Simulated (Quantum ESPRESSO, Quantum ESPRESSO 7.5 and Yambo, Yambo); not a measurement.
**Quasiparticle gap of InP (F-43m) in Yambo**

Aim: the G0W0 gap of InP (F-43m) on PBE with spin-orbit coupling, step by step.

Main program and level: Quantum ESPRESSO 7.5 and Yambo 5.3.0; PBE and many-body steps on it, plane waves.

**1. The structure**

Symmetry: F-43m, No. 216, cubic system. Conventional cell: a = 5.869 Å, b = 5.869 Å, c = 5.869 Å, α = 90.00°, β = 90.00°, γ = 90.00°. Nearest to In lie 4 P at 2.54 Å. Nearest to P lie 4 In at 2.54 Å. Farther neighbours are not listed.

As a file:

```cif
data_structure
_symmetry_space_group_name_H-M 'P 1'
_symmetry_Int_Tables_number 1
_cell_length_a 4.1498
_cell_length_b 4.1498
_cell_length_c 4.1498
_cell_angle_alpha 60.000
_cell_angle_beta 60.000
_cell_angle_gamma 60.000
_cell_volume 50.53
loop_
_atom_site_label
_atom_site_type_symbol
_atom_site_fract_x
_atom_site_fract_y
_atom_site_fract_z
_atom_site_occupancy
In1 In 0.00000 0.00000 0.00000 1
P2 P 0.25000 0.25000 0.25000 1
```

The cell and positions come from the Crystallography Open Database and are kept as given unless a step says otherwise.

**2. Ground state**

This step: Quantum ESPRESSO 7.5; DFT, PBE with spin-orbit coupling, plane waves, norm-conserving pseudopotentials.

The ground-state density comes first.

pw.in reads:

```
&control
  calculation = 'scf'
  prefix = 'x'
  outdir = 'o'
  pseudo_dir = 'pseudo'
/
&system
  ibrav = 0
  nat = 2
  ntyp = 2
  ecutwfc = 80.0
  nbnd = 36
  force_symmorphic = .true.
  noncolin = .true.
  lspinorb = .true.
/
&electrons
  conv_thr = 1e-10
  electron_maxstep = 80
  mixing_beta = 0.5
/
ATOMIC_SPECIES
  In 114.82 In.upf
  P 30.974 P.upf
CELL_PARAMETERS angstrom
  -0.0000000000 2.9343500000 2.9343500000
  2.9343500000 -0.0000000000 2.9343500000
  2.9343500000 2.9343500000 -0.0000000000
ATOMIC_POSITIONS crystal
  In 0.0000000000 0.0000000000 0.0000000000
  P 0.2500000000 0.2500000000 0.2500000000
K_POINTS automatic
  6 6 6 0 0 0
```

Launch:

```console
$ OMP_NUM_THREADS=1 mpirun -n 4 pw.x -nk 4 -in pw.in > pw.out
```

Log:

```text
Program PWSCF v.7.5 starts

     This program is part of the open-source Quantum ESPRESSO suite
     for quantum simulation of materials; please cite
         "P. Giannozzi et al., J. Phys.:Condens. Matter 21 395502 (2009);
         "P. Giannozzi et al., J. Phys.:Condens. Matter 29 465901 (2017);
         "P. Giannozzi et al., J. Chem. Phys. 152 154105 (2020);
     in publications or presentations arising from this work. More details at
     Message from routine setup:
     using ibrav=0 with symmetry is DISCOURAGED, use correct ibrav instead

     G-vector sticks info

     bravais-lattice index     =            0
     lattice parameter (alat)  =       7.8420  a.u.
     unit-cell volume          =     341.0062 (a.u.)^3
     number of atoms/cell      =            2
     number of atomic types    =            2
     number of electrons       =        26.00
     number of Kohn-Sham states=           36
     kinetic-energy cutoff     =      80.0000  Ry
     charge density cutoff     =     320.0000  Ry
     scf convergence threshold =      1.0E-10
     mixing beta               =       0.5000
     number of iterations used =            8  plain     mixing
     Exchange-correlation= PBE
                           (   1   4   3   4   0   0   0)
     Non magnetic calculation with spin-orbit

     celldm(1)=   7.841981  celldm(2)=   0.000000  celldm(3)=   0.000000
     celldm(4)=   0.000000  celldm(5)=   0.000000  celldm(6)=   0.000000

     crystal axes: (cart. coord. in units of alat)
               a(1) = (  -0.000000   0.707107   0.707107 )
               a(2) = (   0.707107  -0.000000   0.707107 )
               a(3) = (   0.707107   0.707107  -0.000000 )

     reciprocal axes: (cart. coord. in units 2 pi/alat)
               b(1) = ( -0.707107  0.707107  0.707107 )
               b(2) = (  0.707107 -0.707107  0.707107 )
               b(3) = (  0.707107  0.707107 -0.707107 )
     Pseudo is Norm-conserving + core correction, Zval = 21.0
     Generated using ONCVPSP code by D. R. Hamann
     Using radial grid of 1986 points, 10 beta functions with:
     Pseudo is Norm-conserving + core correction, Zval =  5.0
     Generated using ONCVPSP code by D. R. Hamann
     Using radial grid of 1298 points, 10 beta functions with:
     In               21.00   114.82000     In( 1.00)
     P                 5.00    30.97400     P ( 1.00)

     24 Sym. Ops. (no inversion) found

   Cartesian axes

     site n.     atom                  positions (alat units)
         1        In     tau(   1) = (   0.0000000   0.0000000   0.0000000  )
         2        P      tau(   2) = (   0.3535534   0.3535534   0.3535534  )

     number of k points=    16
                       cart. coord. in units 2pi/alat
        k(    1) = (   0.0000000   0.0000000   0.0000000), wk =   0.0046296
        k(    2) = (   0.1178511   0.1178511  -0.1178511), wk =   0.0370370
        k(    3) = (   0.2357023   0.2357023  -0.2357023), wk =   0.0370370
        k(    4) = (  -0.3535534  -0.3535534   0.3535534), wk =   0.0185185
        k(    5) = (   0.2357023   0.0000000  -0.0000000), wk =   0.0277778
        k(    6) = (   0.3535534   0.1178511  -0.1178511), wk =   0.1111111
        k(    7) = (  -0.2357023  -0.4714045   0.4714045), wk =   0.1111111
        k(    8) = (  -0.1178511  -0.3535534   0.3535534), wk =   0.1111111
        k(    9) = (   0.0000000  -0.2357023   0.2357023), wk =   0.0555556
        k(   10) = (   0.4714045   0.0000000  -0.0000000), wk =   0.0277778
     [... 4 further rows ...]
        k(   15) = (  -0.1178511  -0.3535534   0.5892557), wk =   0.1111111
        k(   16) = (  -0.7071068   0.2357023   0.0000000), wk =   0.0555556

     Dense  grid:    33079 G-vectors     FFT dimensions: (  45,  45,  45)

     Initial potential from superposition of free atoms

     starting charge      25.9959, renormalised to      26.0000
     Starting wfcs are   34 randomized atomic wfcs +    2 random wfcs

     per-process dynamical memory:    63.9 Mb

     Self-consistent Calculation

     iteration #  1     ecut=    80.00 Ry     beta= 0.50

     Threshold (ethr) on eigenvalues was too large:
     Diagonalizing with lowered threshold

     total energy              =    -412.70449704 Ry
     estimated scf accuracy    <       0.10691512 Ry

     iteration #  2     ecut=    80.00 Ry     beta= 0.50

     total energy              =    -412.72772019 Ry
     estimated scf accuracy    <       0.00824952 Ry

     iteration #  3     ecut=    80.00 Ry     beta= 0.50

     total energy              =    -412.72856527 Ry
     estimated scf accuracy    <       0.00140824 Ry

     iteration #  4     ecut=    80.00 Ry     beta= 0.50

     total energy              =    -412.72861405 Ry
     estimated scf accuracy    <       0.00002970 Ry

     iteration #  5     ecut=    80.00 Ry     beta= 0.50

     total energy              =    -412.72862189 Ry
     estimated scf accuracy    <       0.00000137 Ry

     iteration #  6     ecut=    80.00 Ry     beta= 0.50

     total energy              =    -412.72862237 Ry
     estimated scf accuracy    <       0.00000022 Ry

     iteration #  7     ecut=    80.00 Ry     beta= 0.50

     total energy              =    -412.72862242 Ry
     estimated scf accuracy    <          3.0E-09 Ry

     iteration #  8     ecut=    80.00 Ry     beta= 0.50

     total energy              =    -412.72862243 Ry
     estimated scf accuracy    <          6.0E-10 Ry

     iteration #  9     ecut=    80.00 Ry     beta= 0.50

     End of self-consistent calculation

          k = 0.0000 0.0000 0.0000 (  4111 PWs)   bands (ev):

  -106.6719-106.6719 -69.7790 -69.7790 -63.1343 -63.1343 -63.1343 -63.1343
    -6.3711  -6.3711  -6.3711  -6.3711  -5.5878  -5.5878  -5.4866  -5.4866
    -5.4866  -5.4866  -3.2276  -3.2276   8.1958   8.1958   8.2946   8.2946
     8.2946   8.2946   8.9539   8.9539  12.0429  12.0429  12.4983  12.4983
    12.4983  12.4983  16.8426  16.8427

          k = 0.1179 0.1179-0.1179 (  4101 PWs)   bands (ev):

  -106.6719-106.6719 -69.7790 -69.7790 -63.1343 -63.1343 -63.1343 -63.1343
    -6.3754  -6.3754  -6.3725  -6.3639  -5.5910  -5.5910  -5.4993  -5.4993
    -5.4816  -5.4709  -2.9154  -2.9154   6.0812   6.0812   7.9168   7.9168
     7.9945   8.0074  10.0491  10.0491  12.5468  12.5468  12.8507  12.8507
    12.9227  12.9272  16.8656  16.8681

          k = 0.2357 0.2357-0.2357 (  4128 PWs)   bands (ev):

  -106.6719-106.6719 -69.7791 -69.7791 -63.1344 -63.1344 -63.1343 -63.1343
    -6.3865  -6.3865  -6.3673  -6.3588  -5.5937  -5.5937  -5.5202  -5.5202
    -5.4597  -5.4490  -2.1118  -2.1118   3.7119   3.7119   7.4363   7.4363
     7.5362   7.5475   9.9081   9.9081  13.0150  13.0150  13.2236  13.2283
    14.5358  14.5358  17.1701  17.1705

          k =-0.3536-0.3536 0.3536 (  4140 PWs)   bands (ev):

     [... further k-points ...]

     highest occupied, lowest unoccupied level (ev):     8.2946    8.9539

!    total energy              =    -412.72862243 Ry
     estimated scf accuracy    <          4.9E-12 Ry

     The total energy is the sum of the following terms:
     one-electron contribution =    -293.67546801 Ry
     hartree contribution      =     149.07325487 Ry
     xc contribution           =     -60.29022429 Ry
     ewald contribution        =    -207.83618500 Ry

     convergence has been achieved in   9 iterations

     XML data file, charge density, pseudopotentials, collected wavefunctions

=------------------------------------------------------------------------------=
   JOB DONE.
=------------------------------------------------------------------------------=
```

Run time: 30 s. Hardware: 4 MPI ranks of Intel Xeon Platinum 8259CL at 2.50GHz (Skylake/Cascade Lake), shared host; peak memory 0.54 GiB; 2 min of CPU time.

Numbers from this step:

```yaml
total_energy: -5615.4590 eV
gap: 0.6593 eV
k_of_the_valence_top: 0, 0, 0
k_of_the_conduction_bottom: 0, 0, 0
least_direct_gap: 0.6593 eV
```

The gap is direct, at Γ.

**3. Bands along the symmetry lines**

The cheap functional maps the bands first; the places of the edges decide which points the dearer methods must see.

pw.in reads:

```
&control
  calculation = 'bands'
  prefix = 'x'
  outdir = 'o'
  pseudo_dir = 'pseudo'
/
&system
  ibrav = 0
  nat = 2
  ntyp = 2
  ecutwfc = 80.0
  nbnd = 38
  force_symmorphic = .true.
  noncolin = .true.
  lspinorb = .true.
/
&electrons
  conv_thr = 1e-9
  electron_maxstep = 80
  diago_full_acc = .true.
  diago_thr_init = 5e-6
/
ATOMIC_SPECIES
  In 114.82 In.upf
  P 30.974 P.upf
CELL_PARAMETERS angstrom
  -0.0000000000 2.9343500000 2.9343500000
  2.9343500000 -0.0000000000 2.9343500000
  2.9343500000 2.9343500000 -0.0000000000
ATOMIC_POSITIONS crystal
  In 0.0000000000 0.0000000000 0.0000000000
  P 0.2500000000 0.2500000000 0.2500000000
K_POINTS crystal
  50
  0.00000000 0.00000000 0.00000000 1
  -0.06250000 -0.06250000 0.00000000 1
  -0.12500000 -0.12500000 0.00000000 1
  -0.18750000 -0.18750000 0.00000000 1
  -0.25000000 -0.25000000 0.00000000 1
  -0.31250000 -0.31250000 0.00000000 1
  -0.37500000 -0.37500000 0.00000000 1
  -0.43750000 -0.43750000 0.00000000 1
  -0.50000000 -0.50000000 0.00000000 1
  -0.48437500 -0.48437500 0.03125000 1
  -0.46875000 -0.46875000 0.06250000 1
  -0.45312500 -0.45312500 0.09375000 1
  -0.43750000 -0.43750000 0.12500000 1
  -0.42187500 -0.42187500 0.15625000 1
  -0.40625000 -0.40625000 0.18750000 1
  -0.39062500 -0.39062500 0.21875000 1
  -0.37500000 -0.37500000 0.25000000 1
  -0.37500000 0.00000000 0.37500000 1
  -0.32812500 0.00000000 0.32812500 1
  -0.28125000 0.00000000 0.28125000 1
  -0.23437500 0.00000000 0.23437500 1
  -0.18750000 0.00000000 0.18750000 1
  -0.14062500 0.00000000 0.14062500 1
  -0.09375000 0.00000000 0.09375000 1
  -0.04687500 0.00000000 0.04687500 1
  0.00000000 0.00000000 0.00000000 1
  0.00000000 0.00000000 0.06250000 1
  0.00000000 0.00000000 0.12500000 1
  0.00000000 0.00000000 0.18750000 1
  0.00000000 0.00000000 0.25000000 1
  0.00000000 0.00000000 0.31250000 1
  0.00000000 0.00000000 0.37500000 1
  0.00000000 0.00000000 0.43750000 1
  -0.00000000 -0.00000000 0.50000000 1
  -0.06250000 -0.03125000 0.46875000 1
  -0.12500000 -0.06250000 0.43750000 1
  -0.18750000 -0.09375000 0.40625000 1
  -0.25000000 -0.12500000 0.37500000 1
  -0.31250000 -0.15625000 0.34375000 1
  -0.37500000 -0.18750000 0.31250000 1
  -0.43750000 -0.21875000 0.28125000 1
  -0.50000000 -0.25000000 0.25000000 1
  -0.50000000 -0.28125000 0.21875000 1
  -0.50000000 -0.31250000 0.18750000 1
  -0.50000000 -0.34375000 0.15625000 1
  -0.50000000 -0.37500000 0.12500000 1
  -0.50000000 -0.40625000 0.09375000 1
  -0.50000000 -0.43750000 0.06250000 1
  -0.50000000 -0.46875000 0.03125000 1
  -0.50000000 -0.50000000 0.00000000 1
```

Log:

```text
[banner, memory and clock lines left out]
Program PWSCF v.7.5 starts

     Atomic positions and unit cell read from directory:
     o/x.save/

     Message from routine setup:
     using ibrav=0 with symmetry is DISCOURAGED, use correct ibrav instead

     G-vector sticks info

     bravais-lattice index     =            0
     lattice parameter (alat)  =       7.8420  a.u.
     unit-cell volume          =     341.0062 (a.u.)^3
     number of atoms/cell      =            2
     number of atomic types    =            2
     number of electrons       =        26.00
     number of Kohn-Sham states=           38
     kinetic-energy cutoff     =      80.0000  Ry
     charge density cutoff     =     320.0000  Ry
     Exchange-correlation= PBE
                           (   1   4   3   4   0   0   0)
     Non magnetic calculation with spin-orbit

     celldm(1)=   7.841981  celldm(2)=   0.000000  celldm(3)=   0.000000
     celldm(4)=   0.000000  celldm(5)=   0.000000  celldm(6)=   0.000000

     crystal axes: (cart. coord. in units of alat)
               a(1) = (  -0.000000   0.707107   0.707107 )
               a(2) = (   0.707107  -0.000000   0.707107 )
               a(3) = (   0.707107   0.707107  -0.000000 )

     reciprocal axes: (cart. coord. in units 2 pi/alat)
               b(1) = ( -0.707107  0.707107  0.707107 )
               b(2) = (  0.707107 -0.707107  0.707107 )
               b(3) = (  0.707107  0.707107 -0.707107 )
     Pseudo is Norm-conserving + core correction, Zval = 21.0
     Generated using ONCVPSP code by D. R. Hamann
     Using radial grid of 1986 points, 10 beta functions with:
     Pseudo is Norm-conserving + core correction, Zval =  5.0
     Generated using ONCVPSP code by D. R. Hamann
     Using radial grid of 1298 points, 10 beta functions with:
     In               21.00   114.82000     In( 1.00)
     P                 5.00    30.97400     P ( 1.00)

     24 Sym. Ops. (no inversion) found

   Cartesian axes

     site n.     atom                  positions (alat units)
         1        In     tau(   1) = (   0.0000000   0.0000000   0.0000000  )
         2        P      tau(   2) = (   0.3535534   0.3535534   0.3535534  )

     number of k points=    50
                       cart. coord. in units 2pi/alat
        k(    1) = (   0.0000000   0.0000000   0.0000000), wk =   0.0200000
        k(    2) = (   0.0000000   0.0000000  -0.0883883), wk =   0.0200000
        k(    3) = (   0.0000000   0.0000000  -0.1767767), wk =   0.0200000
[...]
[... 38 further rows ...]
        k(   49) = (   0.0441942  -0.0000000  -0.7071068), wk =   0.0200000
        k(   50) = (   0.0000000   0.0000000  -0.7071068), wk =   0.0200000

     Dense  grid:    33079 G-vectors     FFT dimensions: (  45,  45,  45)

     The potential is recalculated from file :
     o/x.save/charge-density

     Starting wfcs are   34 randomized atomic wfcs +    4 random wfcs

     Band Structure Calculation

     End of band structure calculation

          k = 0.0000 0.0000 0.0000 (  4111 PWs)   bands (ev):

  -106.6719-106.6719 -69.7790 -69.7790 -63.1343 -63.1343 -63.1343 -63.1343
    -6.3712  -6.3712  -6.3712  -6.3712  -5.5878  -5.5878  -5.4866  -5.4866
    -5.4866  -5.4866  -3.2276  -3.2276   8.1958   8.1958   8.2946   8.2946
     8.2946   8.2946   8.9539   8.9539  12.0429  12.0429  12.4983  12.4983
    12.4983  12.4983  16.8427  16.8427  17.6719  17.6719

          k = 0.0000 0.0000-0.0884 (  4127 PWs)   bands (ev):

  -106.6719-106.6719 -69.7790 -69.7790 -63.1343 -63.1343 -63.1343 -63.1343
[...]
12.6937  12.6937  17.0341  17.0341  17.1975  17.1975

          k = 0.0000 0.0000-0.1768 (  4112 PWs)   bands (ev):

  -106.6719-106.6719 -69.7791 -69.7791 -63.1343 -63.1343 -63.1343 -63.1343
[...]
13.2087  13.2087  16.0648  16.0648  17.8176  17.8176

          k = 0.0000 0.0000-0.2652 (  4096 PWs)   bands (ev):

[...]
k =-0.0000-0.0000-0.4419 (  4100 PWs)   bands (ev):

[...]
k =-0.0000-0.0000-0.6187 (  4116 PWs)   bands (ev):

[...]
k = 0.5303-0.0000-0.5303 (  4149 PWs)   bands (ev):

[...]
k = 0.3977-0.0000-0.3977 (  4121 PWs)   bands (ev):

[...]
k = 0.2652-0.0000-0.2652 (  4111 PWs)   bands (ev):

[...]
k = 0.0000 0.0000 0.0000 (  4111 PWs)   bands (ev):

[...]
k = 0.1326 0.0000-0.7071 (  4138 PWs)   bands (ev):

[...]
k = 0.0884-0.0000-0.7071 (  4132 PWs)   bands (ev):

[...]
k = 0.0442-0.0000-0.7071 (  4126 PWs)   bands (ev):

  -106.6719-106.6719 -69.7791 -69.7791 -63.1345 -63.1345 -63.1344 -63.1344
[...]
17.5484  17.6224  17.9338  17.9799  19.1114  19.1115

          k = 0.0000 0.0000-0.7071 (  4136 PWs)   bands (ev):

  -106.6719-106.6719 -69.7791 -69.7791 -63.1345 -63.1345 -63.1344 -63.1344
[...]
-5.4427  -5.4427  -0.8671  -0.8671   2.5330   2.5330   5.9033   5.9033
     6.0018   6.0018  10.0301  10.0301  10.5337  10.5337  17.4653  17.4653
    17.6746  17.6746  17.9465  17.9465  19.0380  19.0381

     XML data file, pseudopotentials, collected wavefunctions
```

Wall time 27 s (4 MPI ranks); peak memory 0.39 GiB.

Numbers from this step:

```
gap                        : 0.6593 eV
k of the valence top       : 0, 0, 0
k of the conduction bottom : 0, 0, 0
least direct gap           : 0.6593 eV
```

The gap is 0.659 eV, as in the run before at this level.

The electronic bands at the labelled points (eV, zero at the top of the highest filled band):

| point | band 23 | band 24 | band 25 | band 26 | band 27 | band 28 | band 29 | band 30 |
| --- | --- | --- | --- | --- | --- | --- | --- | --- |
| Γ | 0.00 | 0.00 | 0.00 | 0.00 | 0.66 | 0.66 | 3.75 | 3.75 |
| halfway | -1.48 | -1.48 | -1.39 | -1.39 | 2.45 | 2.45 | 3.09 | 3.09 |
| X | -2.39 | -2.39 | -2.29 | -2.29 | 1.74 | 1.74 | 2.24 | 2.24 |
| halfway | -2.81 | -2.73 | -2.24 | -2.23 | 2.00 | 2.02 | 2.83 | 2.86 |
| U | -3.37 | -3.28 | -1.96 | -1.96 | 2.33 | 2.33 | 4.34 | 4.36 |
| jump to K | -3.37 | -3.28 | -1.96 | -1.96 | 2.33 | 2.33 | 4.34 | 4.36 |
| halfway | -2.08 | -1.99 | -0.61 | -0.59 | 2.79 | 2.79 | 4.54 | 4.73 |
| Γ | 0.00 | 0.00 | 0.00 | 0.00 | 0.66 | 0.66 | 3.75 | 3.75 |
| halfway | -0.64 | -0.64 | -0.55 | -0.53 | 1.75 | 1.75 | 4.61 | 4.61 |
| L | -1.06 | -1.06 | -0.94 | -0.94 | 1.46 | 1.46 | 4.69 | 4.69 |
| halfway | -2.76 | -2.67 | -1.69 | -1.61 | 3.11 | 3.14 | 4.12 | 4.19 |
| W | -3.05 | -2.97 | -2.91 | -2.86 | 4.26 | 4.26 | 4.32 | 4.35 |
| halfway | -2.76 | -2.68 | -2.62 | -2.60 | 2.62 | 2.69 | 3.07 | 3.07 |
| X | -2.39 | -2.39 | -2.29 | -2.29 | 1.74 | 1.74 | 2.24 | 2.24 |

[end of part 1 of 3]

[Paths, hosts, dates, memory and timing lines, banners, echoed tables and standing remarks are left out of the program output.]

[Logs are printed without paths, hosts, clocks, repeated set-up lines and the standing remarks that a program may print on its own settings, such as how far it seeks lower states.]

[Runs of the session that timed out or met a known fault of the program may be left out.]

[Hosts, paths, dates, database ids (printed as entryN), source tags and the programs' standing remarks are cut or masked in the printed files.]
